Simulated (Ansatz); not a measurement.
**Ge on a Si site in Si**

Computed with the plane-wave PAW code Ansatz (scalar-relativistic, PAW set soft_2): PBE, no spin polarisation, 420 eV cutoff, k-mesh 2×2×2.

The relaxed host crystal (Kohn–Sham gap 0.61 eV):

```xyz
2
Lattice="0.0000 2.7350 2.7350 2.7350 0.0000 2.7350 2.7350 2.7350 0.0000" Properties=species:S:1:pos:R:3 pbc="T T T"
Si    1.3675    1.3675    1.3675
Si    0.0000    0.0000    0.0000
```

Supercell of 54 atoms, rows of the matrix [[0,-3,3],[0,0,3],[-3,0,3]] times the cell vectors; Ge on a Si site at (0.250, 0.250, 0.250) in fractions of the cell above. Atoms are relaxed at the host's cell.

Distances from the Ge atom (Å), by shell of the perfect crystal:

```csv
shell,perfect crystal,"relaxed, charge 0"
4 Si,2.37,2.41
12 Si,3.87,3.87
12 Si,4.54,4.54
```

```tsv
charge	gap of the cell on the mesh (eV)	carriers
0	0.70	none in the bands
```

On this mesh the host's own supercell has a gap of 0.75 eV.

Formation energy of the neutral defect: 0.07 eV, taking atoms from and to the elements' standard states (no corrections for gases), so it belongs to those chemical potentials alone.

Relaxed cell at charge 0:

```
Si Ge_Si charge 0
1.0
     0.0000    8.2051   -8.2051
     8.2051    8.2051    0.0000
     8.2051    0.0000   -8.2051
Ge Si
1 53
Direct
  0.5833 0.2500 0.5833
  0.5834 0.5838 0.5834
  0.5834 0.9161 0.5834
  0.2495 0.2500 0.5834
  0.2495 0.5838 0.5834
  0.2500 0.9166 0.5834
  0.9171 0.2500 0.5834
  0.9167 0.5833 0.5833
  0.9171 0.9161 0.5834
  0.5834 0.2500 0.2495
  0.5834 0.5838 0.2495
  0.5834 0.9166 0.2500
  0.2500 0.2501 0.2500
  0.2500 0.5833 0.2500
  0.2500 0.9166 0.2500
  0.9171 0.2500 0.2495
  0.9167 0.5833 0.2500
  0.9167 0.9167 0.2500
  0.5834 0.2500 0.9171
  0.5833 0.5833 0.9167
  0.5834 0.9161 0.9171
  0.2495 0.2500 0.9171
  0.2500 0.5833 0.9167
  0.2500 0.9167 0.9167
  0.9167 0.2500 0.9167
  0.9167 0.5833 0.9167
  0.9167 0.9167 0.9167
  0.6680 0.3346 0.6680
  0.6667 0.6667 0.6667
  0.6680 0.9961 0.6680
  0.3295 0.3346 0.6680
  0.3333 0.6666 0.6667
  0.3333 0.0000 0.6667
  0.0000 0.3333 0.6667
  0.0000 0.6667 0.6667
  0.9999 0.0000 0.6667
  0.6680 0.3346 0.3295
  0.6667 0.6666 0.3333
  0.6667 0.0000 0.3333
  0.3333 0.3334 0.3333
  0.3333 0.6666 0.3333
  0.3333 0.0000 0.3333
  0.9999 0.3334 0.3333
  0.0000 0.6667 0.3333
  0.9999 0.0000 0.3333
  0.6667 0.3333 0.0000
  0.6667 0.6667 0.0000
  0.6667 0.0000 0.9999
  0.3333 0.3334 0.9999
  0.3333 0.6667 0.0000
  0.3333 0.0000 0.9999
  0.0000 0.3333 0.0000
  0.0000 0.6667 0.0000
  0.0000 0.0000 0.0000
```

Caveats: semilocal functionals make gaps too small, which shifts levels too; small supercell, so energies and levels can be off by tenths of an eV; the atoms kept the symmetry of the start, so a distorted state could lie lower.
